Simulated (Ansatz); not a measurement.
The cell of TiB6 is invented: random cell by space group and Wyckoff sites (F-43m, No. 216). Its size is a rough estimate.

```
Ti B
1.0
     0.00000    3.16788    3.16788
     3.16788    0.00000    3.16788
     3.16788    3.16788    0.00000
Ti B
1 6
Direct
  0.50000 0.50000 0.50000
  0.60657 0.89343 0.89343
  0.89343 0.60657 0.60657
  0.89343 0.60657 0.89343
  0.60657 0.89343 0.60657
  0.89343 0.89343 0.60657
  0.60657 0.60657 0.89343
```

Method: DFT PBE, scalar-relativistic, plane waves, PAW in Ansatz 0.2.0. Cutoff 420 eV, Gaussian smearing, Γ-centred meshes. Cell and atoms relax first on a coarse mesh and then on a finer one. In between, the cell is made exact in the group found at 0.06 Å. In metals the finer mesh still leaves noise of several meV/atom or more. The steps can't lower the symmetry of their start. No spin polarisation in the relaxation; trial moments died out in a coarse test.

A guess keeps its type if space group and coordination stay and the shape of the cell changes little (axis ratios within about 15 %, angles within 6°); the volume may change.

Task: Will the relaxed cell still be of the starting type?

Result: It keeps its type. The symmetry stays F-43m (No. 216). The volume per atom shrinks by 4.1 %, from 9.1 to 8.7 Å³. The shortest distance goes from 1.29 Å (B–B) to 1.86 Å (B–B). Counting neighbours within 15 % of an atom's shortest distance, the start has B 4, Ti 12 and the end B 4, Ti 12.

Formation energies are uncorrected and refer to the elements' standard structures at the same level.

Task: At what energy does it end?

Result: +0.66 eV/atom. A positive value: parting into the elements would lower its energy.

The last run used a 10×10×10 mesh for its 7-atom cell and Gaussian smearing of 0.10 eV. Symmetry constrained the relaxation, so the result can be a saddle point. Another cell of TiB6 relaxed alike but with spin, in Pm-3m, lies 0.55 eV/atom lower, so this cell isn't the stable form at this level.
